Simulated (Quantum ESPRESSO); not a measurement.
# Ag (Fm-3m) in Quantum ESPRESSO: further runs

Runs on Ag. Level: PBEsol. Tasks: single point, equation of state.

Everything below comes from runs of Quantum ESPRESSO 7.5. Logs are shortened: lines on timing, memory, paths and dates and some standing lists are left out, and cuts for length are marked.

## 1. The structure

Symmetry: Fm-3m, No. 225, cubic system. Conventional cell: a = 4.085 Å, b = 4.085 Å, c = 4.085 Å, α = 90.00°, β = 90.00°, γ = 90.00°. Around Ag (site symmetry m-3m) lie 12 Ag at 2.89 Å.

## 2. Single point, PBEsol, 16.03 Å³/atom

pw.in

```
&CONTROL
  calculation = 'scf'
  prefix = 'pwscf'
  outdir = './tmp'
  pseudo_dir = './pseudo'
  tprnfor = .true.
  tstress = .true.
  disk_io = 'nowf'
/
&SYSTEM
  ibrav = 0
  nat = 1
  ntyp = 1
  ecutwfc = 45
  ecutrho = 360
  nbnd = 16
  occupations = 'smearing'
  smearing = 'fd'
  degauss = 0.00367493
/
&ELECTRONS
  conv_thr = 2d-10
  electron_maxstep = 120
  mixing_beta = 0.5
/
ATOMIC_SPECIES
Ag   107.8682 ag_pbesol_v1.4.uspp.F.UPF
CELL_PARAMETERS angstrom
   0.0000000000    2.0010495236    2.0010495236
   2.0010495236    0.0000000000    2.0010495236
   2.0010495236    2.0010495236    0.0000000000
ATOMIC_POSITIONS crystal
Ag     0.0000000000    0.0000000000    0.0000000000
K_POINTS automatic
11 11 11 0 0 0
```

Potentials or basis: GBRV 1.5 PBEsol.

Started as:

```
OMP_NUM_THREADS=1 pw.x -in pw.in > pw.out
```

pw.out:

```text
This program is part of the open-source Quantum ESPRESSO suite
     for quantum simulation of materials; please cite
         "P. Giannozzi et al., J. Phys.:Condens. Matter 21 395502 (2009);
         "P. Giannozzi et al., J. Phys.:Condens. Matter 29 465901 (2017);
         "P. Giannozzi et al., J. Chem. Phys. 152 154105 (2020);
     in publications or presentations arising from this work. More details at

     Message from routine setup:
     using ibrav=0 with symmetry is DISCOURAGED, use correct ibrav instead

     G-vector sticks info
     --------------------
     sticks:   dense  smooth     PW     G-vecs:    dense   smooth      PW
     Sum         703     361    121                12387     4477     869

     Using Slab Decomposition

     bravais-lattice index     =            0
     lattice parameter (alat)  =       5.3478  a.u.
     unit-cell volume          =     108.1434 (a.u.)^3
     number of atoms/cell      =            1
     number of atomic types    =            1
     number of electrons       =        19.00
     number of Kohn-Sham states=           16
     kinetic-energy cutoff     =      45.0000  Ry
     charge density cutoff     =     360.0000  Ry
     scf convergence threshold =      2.0E-10
     mixing beta               =       0.5000
     number of iterations used =            8  plain     mixing
     Exchange-correlation= SLA  PW   PSX  PSC
                           (   1   4  10   8   0   0   0)

     celldm(1)=   5.347757  celldm(2)=   0.000000  celldm(3)=   0.000000
     celldm(4)=   0.000000  celldm(5)=   0.000000  celldm(6)=   0.000000

     crystal axes: (cart. coord. in units of alat)
               a(1) = (   0.000000   0.707107   0.707107 )
               a(2) = (   0.707107   0.000000   0.707107 )
               a(3) = (   0.707107   0.707107   0.000000 )

     reciprocal axes: (cart. coord. in units 2 pi/alat)
               b(1) = ( -0.707107  0.707107  0.707107 )
               b(2) = (  0.707107 -0.707107  0.707107 )
               b(3) = (  0.707107  0.707107 -0.707107 )

     PseudoPot. # 1 for Ag read from file:
     ag_pbesol_v1.4.uspp.F.UPF
     Pseudo is Ultrasoft + core correction, Zval = 19.0
     Generated by new atomic code, or converted to UPF format
     Using radial grid of  887 points,  6 beta functions with:
                l(1) =   0
                l(2) =   0
                l(3) =   1
                l(4) =   1
                l(5) =   2
                l(6) =   2
     Q(r) pseudized with  6 coefficients,  rinner =    1.300   1.300   1.300
                                                       1.300   1.300

     atomic species   valence    mass     pseudopotential
     Ag               19.00   107.86820     Ag( 1.00)

     48 Sym. Ops., with inversion, found

   Cartesian axes

     site n.     atom                  positions (alat units)
         1        Ag     tau(   1) = (   0.0000000   0.0000000   0.0000000  )

     number of k points=    56  Fermi-Dirac smearing, width (Ry)=  0.0037
                       cart. coord. in units 2pi/alat
        k(    1) = (   0.0000000   0.0000000   0.0000000), wk =   0.0015026
        k(    2) = (   0.0642824   0.0642824  -0.0642824), wk =   0.0120210
        k(    3) = (   0.1285649   0.1285649  -0.1285649), wk =   0.0120210
        k(    4) = (   0.1928473   0.1928473  -0.1928473), wk =   0.0120210
        k(    5) = (   0.2571297   0.2571297  -0.2571297), wk =   0.0120210
        k(    6) = (   0.3214122   0.3214122  -0.3214122), wk =   0.0120210
[... 48 lines left out ...]
        k(   55) = (  -0.0642824  -0.4499770   0.7071068), wk =   0.0360631
        k(   56) = (   0.0000000  -0.3856946   0.6428243), wk =   0.0360631

     Dense  grid:    12387 G-vectors     FFT dimensions: (  36,  36,  36)

     Smooth grid:     4477 G-vectors     FFT dimensions: (  24,  24,  24)

     Initial potential from superposition of free atoms

     starting charge      18.5000, renormalised to      19.0000
     Starting wfcs are   13 randomized atomic wfcs +    3 random wfcs

     Self-consistent Calculation

     iteration #  1     ecut=    45.00 Ry     beta= 0.50
     Davidson diagonalization with overlap
     ethr =  1.00E-02,  avg # of iterations =  4.7

     total energy              =    -295.15711746 Ry
     estimated scf accuracy    <       1.14793739 Ry

     iteration #  2     ecut=    45.00 Ry     beta= 0.50
     Davidson diagonalization with overlap
     ethr =  6.04E-03,  avg # of iterations =  2.0
[... 36 lines left out ...]
     total energy              =    -295.55149622 Ry
     estimated scf accuracy    <          6.2E-09 Ry

     iteration #  8     ecut=    45.00 Ry     beta= 0.50
     Davidson diagonalization with overlap
     ethr =  3.25E-11,  avg # of iterations =  2.0

     End of self-consistent calculation

          k = 0.0000 0.0000 0.0000 (   537 PWs)   bands (ev):

   -73.4170 -36.8041 -36.8041 -36.8041  10.3182  13.6406  13.6406  13.6406
    14.8137  14.8137  35.1039  38.9785  38.9785  38.9785  43.7190  45.0088

          k = 0.0643 0.0643-0.0643 (   537 PWs)   bands (ev):

   -73.4152 -36.8209 -36.8065 -36.8065  10.5877  13.5761  13.7172  13.7172
    14.7857  14.7857  35.0982  37.0800  39.0919  39.0919  43.4829  44.7320

          k = 0.1286 0.1286-0.1286 (   552 PWs)   bands (ev):
[... 96 lines left out ...]
   -73.3917 -36.9837 -36.8806 -36.8409  12.4618  13.3476  14.0990  14.2920
    15.3243  19.0919  24.4401  31.0817  35.7844  36.2436  43.4002  44.3322

          k =-0.0643-0.3214 0.3214 (   552 PWs)   bands (ev):

   -73.3957 -36.9549 -36.8736 -36.8305  12.6476  13.4287  13.8565  14.1849
    14.8259  17.3032  27.7034  30.9595  36.5714  38.3176  41.5955  44.2966

          k = 0.0000-0.2571 0.2571 (   558 PWs)   bands (ev):

   -73.4013 -36.9197 -36.8547 -36.8208  12.4984  13.1766  13.8578  14.3307
    14.3663  16.0234  31.0566  31.5003  37.9222  39.7812  40.6006  44.3916

          k = 0.3857 0.0000-0.0000 (   560 PWs)   bands (ev):

   -73.3991 -36.9199 -36.8504 -36.8504  12.3040  12.6232  14.7792  14.7792
    14.9708  15.2932  33.2449  33.2449  33.9762  36.0019  37.4920  47.5981

          k = 0.4500 0.0643-0.0643 (   554 PWs)   bands (ev):
[... 36 lines left out ...]
   -73.3863 -36.9838 -36.9067 -36.8743  12.1096  12.4153  14.8633  15.2238
    15.7904  21.2150  26.0058  26.9394  31.0224  36.2559  41.0994  47.9533

          k =-0.0000-0.5143 0.5143 (   544 PWs)   bands (ev):

   -73.3865 -36.9636 -36.9337 -36.8658  12.3447  12.8626  14.2524  14.9681
    15.5630  23.4972  23.5097  26.2670  32.2888  36.0612  44.6243  46.9077

          k = 0.6428-0.0000 0.0000 (   548 PWs)   bands (ev):

   -73.3862 -36.9996 -36.8828 -36.8828  11.8217  11.9837  15.6573  15.8779
    15.8779  19.5692  26.5326  29.8087  29.8087  36.4588  36.6560  49.8225

          k =-0.0000-0.6428 0.6428 (   550 PWs)   bands (ev):

   -73.3856 -36.9986 -36.8918 -36.8822  11.8763  12.0521  15.5726  15.6111
    15.8983  20.6355  25.8636  28.4253  29.9634  36.4713  38.0563  49.1837

          k = 0.2571 0.1286 0.0000 (   552 PWs)   bands (ev):

   -73.4061 -36.8848 -36.8351 -36.8201  11.8829  13.1499  13.9473  14.1833
    14.5738  15.2296  33.3306  33.5990  37.9006  38.0045  42.0949  43.4890

          k = 0.3214 0.1928-0.0643 (   550 PWs)   bands (ev):

   -73.4002 -36.9285 -36.8511 -36.8281  12.4299  13.2640  13.7299  14.2702
    14.8958  15.9987  29.8487  32.9414  36.3712  38.7204  41.9066  43.4366

          k = 0.3857 0.2571-0.1286 (   554 PWs)   bands (ev):
[... 26 lines left out ...]
   -73.3889 -36.9799 -36.9014 -36.8557  12.6476  13.0937  13.9429  14.4309
    15.5802  21.3100  23.1477  29.9765  32.2538  37.6798  43.1539  47.2446

          k =-0.0643-0.3214 0.4500 (   548 PWs)   bands (ev):

   -73.3909 -36.9675 -36.8991 -36.8472  12.8366  13.1884  13.6257  14.5214
    15.2574  19.2332  25.9660  29.3845  33.4807  38.4574  42.1174  46.5288

          k = 0.0000-0.2571 0.3857 (   552 PWs)   bands (ev):

   -73.3951 -36.9491 -36.8801 -36.8367  13.0316  13.0465  13.4558  14.6697
    14.7941  17.3876  29.2747  29.4796  34.9261  39.9231  40.4130  45.3045

          k = 0.5143 0.1286 0.0000 (   551 PWs)   bands (ev):

   -73.3906 -36.9695 -36.8797 -36.8675  12.3057  12.3720  14.6011  15.4228
    15.4478  18.0053  29.6843  29.9229  30.3409  37.5606  38.6033  47.2407

          k =-0.1286-0.5143 0.6428 (   550 PWs)   bands (ev):

   -73.3877 -36.9768 -36.9002 -36.8727  12.3219  12.5629  14.3487  15.1560
    15.7343  20.1955  26.6791  28.6002  29.9772  37.7561  41.2034  46.2177

          k =-0.0643-0.4500 0.5785 (   551 PWs)   bands (ev):

   -73.3867 -36.9663 -36.9257 -36.8695  12.4787  12.9058  13.9917  14.8731
    15.6924  22.7839  23.8685  27.3176  30.7488  37.7775  44.2796  45.3994

          k = 0.0000-0.3857 0.5143 (   550 PWs)   bands (ev):

   -73.3879 -36.9536 -36.9350 -36.8595  12.7682  13.2430  13.5211  14.7094
    15.4311  21.3501  25.4931  26.8275  32.0230  38.0799  43.4598  48.0943

          k =-0.0643-0.5785 0.7071 (   554 PWs)   bands (ev):

   -73.3862 -36.9914 -36.8924 -36.8829  12.0209  12.1637  15.1511  15.5080
    15.8772  20.4827  26.5999  28.8088  28.8910  37.5371  38.4515  48.1981

          k =-0.0000-0.5143 0.6428 (   552 PWs)   bands (ev):
[... 11 lines left out ...]
   -73.3872 -36.9632 -36.9227 -36.8699  12.7890  13.0268  13.5323  14.7836
    15.6772  21.8889  24.7149  28.3127  29.5723  39.9475  42.1822  46.3141

          k =-0.0643-0.4500 0.7071 (   549 PWs)   bands (ev):

   -73.3860 -36.9689 -36.9176 -36.8823  12.4753  12.6975  14.0280  15.0242
    15.8754  22.2873  26.7129  26.7230  27.8010  39.9708  41.8805  44.9327

          k = 0.0000-0.3857 0.6428 (   540 PWs)   bands (ev):

   -73.3858 -36.9504 -36.9391 -36.8810  12.6236  13.0870  13.5563  14.8245
    15.8727  24.2295  24.3799  26.3655  28.2405  40.6190  43.1183  44.7565

     the Fermi energy is    18.8043 ev

!    total energy              =    -295.55149622 Ry
     estimated scf accuracy    <          4.3E-11 Ry
     smearing contrib. (-TS)   =      -0.00013259 Ry
     internal energy E=F+TS    =    -295.55136363 Ry

     The total energy is F=E-TS. E is the sum of the following terms:
     one-electron contribution =    -116.86737151 Ry
     hartree contribution      =      68.90010207 Ry
     xc contribution           =     -28.73398002 Ry
     ewald contribution        =    -218.85011418 Ry

     convergence has been achieved in   8 iterations

     Forces acting on atoms (cartesian axes, Ry/au):

     atom    1 type  1   force =     0.00000000    0.00000000    0.00000000

     Total force =     0.000000     Total SCF correction =     0.000000

     Computing stress (Cartesian axis) and pressure

          total   stress  (Ry/bohr**3)                   (kbar)     P=       38.53
   0.00026192   0.00000000   0.00000000           38.53        0.00        0.00
  -0.00000000   0.00026192  -0.00000000           -0.00       38.53       -0.00
   0.00000000  -0.00000000   0.00026192            0.00       -0.00       38.53

=------------------------------------------------------------------------------=
   JOB DONE.
=------------------------------------------------------------------------------=
```

Run time: 5.9 s. Hardware: 1 thread of Arm Neoverse V2, shared host; peak memory 0.07 GiB.

What came out:

```
Free energy            : -4021.1830 eV
Pressure               : 3.9 GPa
Band gap on the k mesh : none (metal or under the smearing width)
```

## 3. Single point, PBEsol, 16.37 Å³/atom

pw.in: that of step 2 with these lines changed.

```diff
@@ -28,5 +28,5 @@
 CELL_PARAMETERS angstrom
-   0.0000000000    2.0010495236    2.0010495236
-   2.0010495236    0.0000000000    2.0010495236
-   2.0010495236    2.0010495236    0.0000000000
+   0.0000000000    2.0151418859    2.0151418859
+   2.0151418859    0.0000000000    2.0151418859
+   2.0151418859    2.0151418859    0.0000000000
 ATOMIC_POSITIONS crystal
```

Potentials or basis: GBRV 1.5 PBEsol.

Started as:

```
OMP_NUM_THREADS=1 pw.x -in pw.in > pw.out
```

It took 6 s on 1 thread of Arm Neoverse V2, shared host; peak memory 0.07 GiB.

The run converged. Its results:

- Free energy: -4021.1906 eV
- Pressure: 0.9 GPa
- Band gap on the k mesh: none (metal or under the smearing width)

## 4. Single point, PBEsol, 16.71 Å³/atom

pw.in: that of step 3 with these lines changed.

```diff
@@ -28,5 +28,5 @@
 CELL_PARAMETERS angstrom
-   0.0000000000    2.0151418859    2.0151418859
-   2.0151418859    0.0000000000    2.0151418859
-   2.0151418859    2.0151418859    0.0000000000
+   0.0000000000    2.0290398554    2.0290398554
+   2.0290398554    0.0000000000    2.0290398554
+   2.0290398554    2.0290398554    0.0000000000
 ATOMIC_POSITIONS crystal
```

Started as:

```
OMP_NUM_THREADS=1 pw.x -in pw.in > pw.out
```

Wall time 6.1 s (1 thread of Arm Neoverse V2, shared host); peak memory 0.08 GiB.

The run converged. Its results:

```
Free energy            : -4021.1925 eV
Pressure               : -1.6 GPa
Band gap on the k mesh : none (metal or under the smearing width)
```

## 5. Single point, PBEsol, 17.05 Å³/atom

pw.in: that of step 4 with these lines changed.

```diff
@@ -28,5 +28,5 @@
 CELL_PARAMETERS angstrom
-   0.0000000000    2.0290398554    2.0290398554
-   2.0290398554    0.0000000000    2.0290398554
-   2.0290398554    2.0290398554    0.0000000000
+   0.0000000000    2.0427500000    2.0427500000
+   2.0427500000    0.0000000000    2.0427500000
+   2.0427500000    2.0427500000    0.0000000000
 ATOMIC_POSITIONS crystal
```

Started as:

```
OMP_NUM_THREADS=1 pw.x -in pw.in > pw.out
```

It took 6.2 s on 1 thread of Arm Neoverse V2, shared host; peak memory 0.08 GiB.

It converged, with:

| Item | Value |
| --- | --- |
| Free energy | -4021.1892 eV |
| Pressure | -3.9 GPa |
| Band gap on the k mesh | none (metal or under the smearing width) |

## 6. Single point, PBEsol, 17.39 Å³/atom

pw.in: that of step 5 with these lines changed.

```diff
@@ -28,5 +28,5 @@
 CELL_PARAMETERS angstrom
-   0.0000000000    2.0427500000    2.0427500000
-   2.0427500000    0.0000000000    2.0427500000
-   2.0427500000    2.0427500000    0.0000000000
+   0.0000000000    2.0562785400    2.0562785400
+   2.0562785400    0.0000000000    2.0562785400
+   2.0562785400    2.0562785400    0.0000000000
 ATOMIC_POSITIONS crystal
```

Potentials or basis: GBRV 1.5 PBEsol.

Started as:

```
OMP_NUM_THREADS=1 pw.x -in pw.in > pw.out
```

Run time: 6.2 s. Hardware: 1 thread of Arm Neoverse V2, shared host; peak memory 0.08 GiB.

Results (log left out):

```yaml
Free_energy: -4021.1813 eV
Pressure: -5.8 GPa
Band_gap_on_the_k_mesh: none (metal or under the smearing width)
```

## 7. Single point, PBEsol, 17.73 Å³/atom

pw.in: that of step 6 with these lines changed.

```diff
@@ -28,5 +28,5 @@
 CELL_PARAMETERS angstrom
-   0.0000000000    2.0562785400    2.0562785400
-   2.0562785400    0.0000000000    2.0562785400
-   2.0562785400    2.0562785400    0.0000000000
+   0.0000000000    2.0696313722    2.0696313722
+   2.0696313722    0.0000000000    2.0696313722
+   2.0696313722    2.0696313722    0.0000000000
 ATOMIC_POSITIONS crystal
```

Started as:

```
OMP_NUM_THREADS=1 pw.x -in pw.in > pw.out
```

It took 6.8 s on 1 thread of Arm Neoverse V2, shared host; peak memory 0.08 GiB.

It converged, with:

```
Free energy            : -4021.1697 eV
Pressure               : -7.4 GPa
Band gap on the k mesh : none (metal or under the smearing width)
```

## 8. Single point, PBEsol, 18.07 Å³/atom

pw.in: that of step 7 with these lines changed.

```diff
@@ -28,5 +28,5 @@
 CELL_PARAMETERS angstrom
-   0.0000000000    2.0696313722    2.0696313722
-   2.0696313722    0.0000000000    2.0696313722
-   2.0696313722    2.0696313722    0.0000000000
+   0.0000000000    2.0828140930    2.0828140930
+   2.0828140930    0.0000000000    2.0828140930
+   2.0828140930    2.0828140930    0.0000000000
 ATOMIC_POSITIONS crystal
```

Started as:

```
OMP_NUM_THREADS=1 pw.x -in pw.in > pw.out
```

Run time: 6.8 s. Hardware: 1 thread of Arm Neoverse V2, shared host; peak memory 0.08 GiB.

The run converged. Its results:

- Free energy: -4021.1547 eV
- Pressure: -8.8 GPa
- Band gap on the k mesh: none (metal or under the smearing width)

## 9. Equation of state, PBEsol

Potentials or basis: GBRV 1.5 PBEsol.

This step only gathers the single runs of the series.

Results:

| Quantity | Value |
| --- | --- |
| Equilibrium volume | 16.65 Å³/atom |
| Bulk modulus | 121 GPa |
| Pressure derivative of the bulk modulus | 5.9 |

Energy against volume, from the lowest point:
```csv
volume (Å³/atom),energy (meV/atom)
16.025,9.52
16.366,1.85
16.707,0.00
17.048,3.33
17.389,11.18
17.730,22.82
18.071,37.80
```
